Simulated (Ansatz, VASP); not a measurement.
MgI2: VASP beside Ansatz

```
CELL_PARAMETERS angstrom
4.09139 0.00000 0.00000
-2.04570 3.54325 0.00000
0.00000 0.00000 6.75907
ATOMIC_POSITIONS crystal
Mg 0.00000 0.00000 0.00000
I 0.33333 0.66667 0.75763
I 0.66667 0.33333 0.24237
```

Change from the starting cell: strain -0.015 along x and y, -0.015 along z, atoms carried along.

Alike in both runs: task single point; functional PBE; k mesh 6 × 6 × 4; occupations gaussian, width 0.05 eV; no spin polarisation.

```csv
,VASP,Ansatz
version,VASP 6.6.1,Ansatz 0.2.0
potentials or method,"VASP PAW PBE potentials, release 64 (Mg, I)","scalar-relativistic, plane waves, PAW"
plane-wave cutoff (eV),520,420
valence electrons in the cell,16,44
```

VASP gave:

```
gap on the k mesh at the Fermi level (eV)       : 3.53
least direct gap on the mesh (eV)               : 3.88
pressure (GPa)                                  : 2.9
largest component of the traceless stress (GPa) : 0.13
rms of the force components (eV/Å)              : 0.123
```

Q: Estimate Ansatz's values.

A: gap on the k mesh at the Fermi level (eV): 3.55; least direct gap on the mesh (eV): 3.90; pressure (GPa): 2.9; largest component of the traceless stress (GPa): 0.13; rms of the force components (eV/Å): 0.128.

Atom by atom the forces differ by 0.005 eV/Å (rms over components). The two sets of potentials don't hold the same shells in valence.

Caveats: spin-orbit coupling is left out, which moves the levels of the heavy elements; this functional lacks dispersion, which binds the layers, so the pressure and a relaxed spacing across them are unreliable. A k mesh can miss the band edges.
